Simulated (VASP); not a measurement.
# GeH4 in VASP: further runs

Aim: see how the results for GeH4 move with the level of theory and the settings. Levels: PBE+D3(BJ), PBE, RPBE, RPBE+D3(BJ). Tasks: relaxation of the atoms, single point.

All numbers are computed with VASP 6.6.1; they aren't measurements. Logs are shortened: lines on timing, memory, paths and dates and some standing lists are left out, and cuts for length are marked.

### 1 Starting point

The cell holds a molecule in a box, 5 atoms: a = 12.801 Å, b = 13.301 Å, c = 13.801 Å, α = 90.00°, β = 90.00°, γ = 90.00°.

### 2 Relaxation of the atoms, PBE+D3(BJ)

File INCAR:

```
SYSTEM = GeH4
PREC = Accurate
ENCUT = 400
EDIFF = 1E-6
ISMEAR = 0
SIGMA = 0.01
LREAL = .False.
LASPH = .True.
NELM = 60
ALGO = Normal
ISIF = 2
LWAVE = .False.
LCHARG = .False.
GGA = PE
IVDW = 12
IBRION = 2
NSW = 120
EDIFFG = -0.03
ISYM = 0
```

File KPOINTS:

```
Automatic mesh
0
Gamma
  1 1 1
  0 0 0
```

File POSCAR:

```
GeH4
1.0
   12.8008860920      0.0000000000      0.0000000000
    0.0000000000     13.3008860920      0.0000000000
    0.0000000000      0.0000000000     13.8008860920
Ge H
1 4
Selective dynamics
Direct
    0.4999998768      0.5037592014      0.4999998776  F F F
    0.4041585535      0.4677416654      0.4507139210  T T T
    0.4778358886      0.5196771246      0.6043013752  T T T
    0.5839028365      0.4277625854      0.4892423020  T T T
    0.5341028446      0.5998551635      0.4557425242  T T T
```

Potentials or basis: VASP PAW PBE potentials, release 64 (Ge_d, H).

Run with:

```sh
$ cat potpaw_PBE.64/Ge_d/POTCAR potpaw_PBE.64/H/POTCAR > POTCAR
$ mpirun -np 1 vasp_gam > vasp.out
```

OUTCAR:

```text
SYSTEM = GeH4
   PREC = Accurate
   ENCUT = 400
   EDIFF = 1E-6
   ISMEAR = 0
   LREAL = .False.
   LASPH = .True.
   NELM = 60
   ISIF = 2
   GGA = PE
   IVDW = 12
   IBRION = 2
   NSW = 120
   EDIFFG = -0.03
   ISYM = 0
 IVDW          = 12

 ion  position               nearest neighbor table
   1  0.500  0.504  0.500-   2 1.48   5 1.48   3 1.48   4 1.48
   2  0.404  0.468  0.451-   1 1.48
   3  0.478  0.520  0.604-   1 1.48
   4  0.584  0.428  0.489-   1 1.48
   5  0.534  0.600  0.456-   1 1.48

IMPORTANT INFORMATION: All symmetrisations will be switched off!
NOSYMM: (Re-)initialisation of all symmetry stuff for point group C_1.

----------------------------------------------------------------------------------------

                                     Primitive cell

  volume of cell :    2349.7820

  direct lattice vectors                    reciprocal lattice vectors
    12.800886092  0.000000000  0.000000000     0.078119592  0.000000000  0.000000000
     0.000000000 13.300886092  0.000000000     0.000000000  0.075182961  0.000000000
     0.000000000  0.000000000 13.800886092     0.000000000  0.000000000  0.072459116

  length of vectors
    12.800886092 13.300886092 13.800886092     0.078119592  0.075182961  0.072459116

  position of ions in fractional coordinates (direct lattice)
     0.499999877  0.503759201  0.499999878
     0.404158553  0.467741665  0.450713921
     0.477835889  0.519677125  0.604301375
     0.583902837  0.427762585  0.489242302
     0.534102845  0.599855164  0.455742524

  ion indices of the primitive-cell ions
   primitive index   ion index
                 1           1
                 2           2
                 3           3
                 4           4
                 5           5

----------------------------------------------------------------------------------------

 KPOINTS: Automatic mesh

Automatic generation of k-mesh.
 Grid dimensions read from file:
 generate k-points for:    1    1    1

 Generating k-lattice:

  Cartesian coordinates                     Fractional coordinates (reciprocal lattice)
     0.078119592  0.000000000  0.000000000     1.000000000  0.000000000  0.000000000
     0.000000000  0.075182961  0.000000000     0.000000000  1.000000000  0.000000000
     0.000000000  0.000000000  0.072459116     0.000000000  0.000000000  1.000000000

  Length of vectors
     0.078119592  0.075182961  0.072459116

  Shift w.r.t. Gamma in fractional coordinates (k-lattice)
     0.000000000  0.000000000  0.000000000

 Subroutine IBZKPT returns following result:
 ===========================================

 Found      1 irreducible k-points:

 Following reciprocal coordinates:
            Coordinates               Weight
  0.000000  0.000000  0.000000      1.000000
   k-points           NKPTS =      1   k-points in BZ     NKDIM =      1   number of bands    NBANDS=     13
   number of dos      NEDOS =    301   number of ions     NIONS =      5
   total plane-waves  NPLWV = 680400
   dimension x,y,z NGX =    84 NGY =   90 NGZ =   90
   dimension x,y,z NGXF=   168 NGYF=  180 NGZF=  180
   ions per type =               1   4
   NGX,Y,Z   is equivalent  to a cutoff of  10.91, 11.25, 10.84 a.u.
   NGXF,Y,Z  is equivalent  to a cutoff of  21.82, 22.50, 21.68 a.u.
 SYSTEM =  GeH4
   PREC   = accura    normal or accurate (medium, high low for compatibility)
   ISTART =      0    job   : 0-new  1-cont  2-samecut
   ICHARG =      2    charge: 1-file 2-atom 10-const
   ISPIN  =      1    spin polarized calculation?
   LNONCOLLINEAR =      F non collinear calculations
   LSORBIT =      F    spin-orbit coupling
   LASPH  =      T    aspherical Exc in radial PAW
   ENCUT  =  400.0 eV  29.40 Ry    5.42 a.u.  20.88 21.69 22.51*2*pi/ulx,y,z
   NELM   =     60;   NELMIN=  2; NELMDL= -5     # of ELM steps
   EDIFF  = 0.1E-05   stopping-criterion for ELM
   LREAL  =      F    real-space projection
   EDIFFG = -.3E-01   stopping-criterion for IOM
   NSW    =    120    number of steps for IOM
   IBRION =      2    ionic relax: 0-MD 1-quasi-New 2-CG
   NFREE  =      1    steps in history (QN), initial steepest desc. (CG)
   ISIF   =      2    stress and relaxation
   ISYM   =      0    0-nonsym 1-usesym 2-fastsym
   POTIM  = 0.5000    time-step for ionic-motion
   TEBEG  =    0.0;   TEEND  =   0.0 temperature during run
   PSTRESS=    0.0 pullay stress
   NELECT =      18.0000    total number of electrons
   NUPDOWN=      -1.0000    fix difference up-down
   EMIN   =  10.00;   EMAX   =-10.00  energy-range for DOS
   EFERMI =   0.00;   METHOD = LEGACY
   ISMEAR =     0;   SIGMA  =   0.01  broadening in eV -4-tet -1-fermi 0-gaus
   EFERMI_NEDOS =   21; number of points for ismear=-14 and -15
   IALGO  =     38    algorithm
   IMIX   =      4    mixing-type and parameters
     AMIX     =   0.40;   BMIX     =  1.00
     AMIX_MAG =   1.60;   BMIX_MAG =  1.00
  volume/ion in A,a.u.               =     469.96      3171.42
  Fermi-wavevector in a.u.,A,eV,Ry     =   0.322718  0.609849  1.417004  0.104147
  Thomas-Fermi vector in A             =   1.211338
   LORBIT       =      0    0 simple, 1 ext, 2 COOP (PROOUT), +10 PAW based schemes
   GGA     = PE    functional components
   LHFCALC =     F    Hartree Fock is set to
   AEXX    =    0.0000 exact exchange contribution
   IVDW    =    12    specifies the selected vdW correction
   LEPSILON=     F    determine dielectric tensor
   LRPA    =     F    only Hartree local field effects (RPA)
 conjugate gradient relaxation of ions
 non-spin polarized calculation
 Gauss-broadening in eV      SIGMA  =   0.01
  energy-cutoff  :      400.00
  volume of cell :     2349.78
 maximum number of plane-waves:     21330
 NGX is ok and might be reduce to    84
   NGX = 41   NGY = 43   NGZ = 45

--------------------------------------- Ionic step        1  -------------------------------------------

 number of electron      17.9999995 magnetization

 Free energy of the ion-electron system (eV)
  ---------------------------------------------------
  ext. energy  EPLUGINS =         0.00000000
  ---------------------------------------------------
  free energy    TOTEN  =       -17.42216051 eV

  energy without entropy =      -17.42216051  energy(sigma->0) =      -17.42216051

------------------------ aborting loop because EDIFF is reached ----------------------------------------

 Edisp (eV)   -0.04862

 E8    (eV) :    -0.0156

  FORCE on cell =-STRESS in cart. coord.  units (eV):
  Direction    XX          YY          ZZ          XY          YZ          ZX
  --------------------------------------------------------------------------------------
  -------------------------------------------------------------------------------------
  Total       1.54326     1.54574     1.54587    -0.00004    -0.00004     0.00007
  in kB       1.05226     1.05395     1.05404    -0.00002    -0.00003     0.00005
  external pressure =        1.05 kB  Pullay stress =        0.00 kB

 VOLUME and BASIS-vectors are now :
 -----------------------------------------------------------------------------
  energy-cutoff  :      400.00
  volume of cell :     2349.78
      direct lattice vectors                 reciprocal lattice vectors
    12.800886092  0.000000000  0.000000000     0.078119592  0.000000000  0.000000000
     0.000000000 13.300886092  0.000000000     0.000000000  0.075182961  0.000000000
     0.000000000  0.000000000 13.800886092     0.000000000  0.000000000  0.072459116
[... 44 lines left out ...]
 POSITION                                       TOTAL-FORCE (eV/Angst)
 -----------------------------------------------------------------------------------
      6.40044      6.70044      6.90044         0.000024     -0.000579     -0.000042
      5.13674      6.20701      6.19984        -0.087006     -0.033875     -0.048308
      6.10822      6.91852      8.38309        -0.020031      0.015087      0.102513
      7.50673      5.65929      6.74752         0.076195     -0.071532     -0.010611
      6.85008      8.01698      6.27131         0.030818      0.090898     -0.043551
 -----------------------------------------------------------------------------------
    total drift:                                0.000073     -0.000576      0.000356

  FREE ENERGIE OF THE ION-ELECTRON SYSTEM (eV)
  ---------------------------------------------------
  free  energy   TOTEN  =       -17.5598151456 eV

  energy  without entropy=      -17.5598151456  energy(sigma->0) =      -17.55981515

--------------------------------------- Ionic step        3  -------------------------------------------

 number of electron      18.0000000 magnetization

 Free energy of the ion-electron system (eV)
  ---------------------------------------------------
  ext. energy  EPLUGINS =         0.00000000
  ---------------------------------------------------
  free energy    TOTEN  =       -17.51291660 eV

  energy without entropy =      -17.51291660  energy(sigma->0) =      -17.51291660

 E-fermi :  -8.1651     XC(G=0):  -0.4283

 val. band max:       -8.2154957100   @ k =   0.0000   0.0000   0.0000
 cond. band min:      -0.7184882592   @ k =   0.0000   0.0000   0.0000
 fundamental gap:      7.4970074508
 Fermi energy:        -8.1651443550

 k-point     1 :       0.0000    0.0000    0.0000
  band No.  band energies     occupation
      1     -28.4924      2.00000
      2     -28.4924      2.00000
      3     -28.4923      2.00000
      4     -28.4153      2.00000
      5     -28.4153      2.00000
      6     -14.0535      2.00000
      7      -8.2156      2.00000
      8      -8.2156      2.00000
      9      -8.2155      2.00000
     10      -0.7185      0.00000
     11       0.2252      0.00000
     12       0.2483      0.00000
     13       0.2895      0.00000

------------------------ aborting loop because EDIFF is reached ----------------------------------------

 Edisp (eV)   -0.04824

 E8    (eV) :    -0.0155
[... 18 lines left out ...]
 POSITION                                       TOTAL-FORCE (eV/Angst)
 -----------------------------------------------------------------------------------
      6.40044      6.70044      6.90044        -0.000024     -0.000569     -0.000072
      5.13138      6.20491      6.19687         0.000858      0.000395      0.000334
      6.10698      6.91945      8.38938         0.000239     -0.000030     -0.000446
      7.51142      5.65488      6.74687        -0.000683      0.000772      0.000015
      6.85199      8.02257      6.26864        -0.000390     -0.000569      0.000169
 -----------------------------------------------------------------------------------
    total drift:                                0.000080     -0.000644      0.000204

  FREE ENERGIE OF THE ION-ELECTRON SYSTEM (eV)
  ---------------------------------------------------
  free  energy   TOTEN  =       -17.5611522433 eV

  energy  without entropy=      -17.5611522433  energy(sigma->0) =      -17.56115224

 reached required accuracy - stopping structural energy minimisation
```

It took 2.9 min on 1 thread of Intel Xeon Platinum 8488C (Sapphire Rapids), shared host; peak memory 1.1 GiB.

What came out:

```yaml
Free_energy: -17.5612 eV
Energy_gained_by_relaxing: 18.1 meV/atom
Ionic_steps: 3
Gap_between_the_frontier_levels: 7.50 eV
Dispersion_energy_per_atom: -0.010 eV
```

The path:
```tsv
step	energy change (eV)	largest force (eV/Å)	pressure (GPa)
1	0.0000	0.9226	0.11
2	-0.0890	0.1055	0.00
3	-0.0904	0.0010	-0.02
```

Final structure:
```cif
data_structure
_symmetry_space_group_name_H-M 'P 1'
_symmetry_Int_Tables_number 1
_cell_length_a 12.8009
_cell_length_b 13.3009
_cell_length_c 13.8009
_cell_angle_alpha 90.000
_cell_angle_beta 90.000
_cell_angle_gamma 90.000
_cell_volume 2349.78
loop_
_atom_site_label
_atom_site_type_symbol
_atom_site_fract_x
_atom_site_fract_y
_atom_site_fract_z
_atom_site_occupancy
Ge1 Ge 0.50000 0.50376 0.50000 1
H1 H 0.40086 0.46650 0.44902 1
H2 H 0.47707 0.52022 0.60789 1
H3 H 0.58679 0.42515 0.48887 1
H4 H 0.53527 0.60316 0.45422 1
```

Levels at points of the mesh, in eV from the valence-band top:
```
           k point  band 5  band 6  band 7  band 8  band 9  band 10  band 11  band 12  band 13
(0.00, 0.00, 0.00)  -20.20   -5.84    0.00    0.00    0.00     7.50     8.44     8.46     8.51
```

### 3 Single point, PBE

File INCAR:

```
PREC = Accurate ; ENCUT = 400
EDIFF = 1E-6 ; ISMEAR = 0
SIGMA = 0.01 ; LREAL = F
LASPH = T ; NELM = 60
ALGO = Normal ; ISIF = 2
LWAVE = F ; LCHARG = F
GGA = PE ; NBANDS = 17
ISYM = 0
```

File KPOINTS:

```
Automatic mesh
0
Gamma
  1 1 1
```

File POSCAR:

```
GeH4                                    
1.0
   12.8008860920      0.0000000000      0.0000000000
    0.0000000000     13.3008860920      0.0000000000
    0.0000000000      0.0000000000     13.8008860920
  Ge              H             
     1     4
Selective dynamics
Direct
     0.4999998767999969    0.5037592014000012    0.4999998775999970   F   F   F
     0.4008612578994249    0.4665037937749092    0.4490196638159621   T   T   T
     0.4770747345107411    0.5202247303455740    0.6078869983574924   T   T   T
     0.5867890540096402    0.4251502970273061    0.4888724664353111   T   T   T
     0.5352744993153763    0.6031604972897825    0.4542203178090037   T   T   T
```

Potentials or basis: VASP PAW PBE potentials, release 64 (Ge_d, H).

Run with:

```sh
$ cat potpaw_PBE.64/Ge_d/POTCAR potpaw_PBE.64/H/POTCAR > POTCAR
$ mpirun -np 1 vasp_gam > vasp.out
```

It took 1.8 min on 1 thread of Intel Xeon Platinum 8488C (Sapphire Rapids), shared host; peak memory 1.1 GiB.

It converged, with:

```
Free energy                     : -17.5129 eV
Gap between the frontier levels : 7.49 eV
```

Levels at points of the mesh, in eV from the valence-band top:
```
           k point  band 7  band 8  band 9  band 10  band 11  band 12
(0.00, 0.00, 0.00)    0.00    0.00    0.00     7.49     8.44     8.46
```

(Part 1 of 2 ends here.)
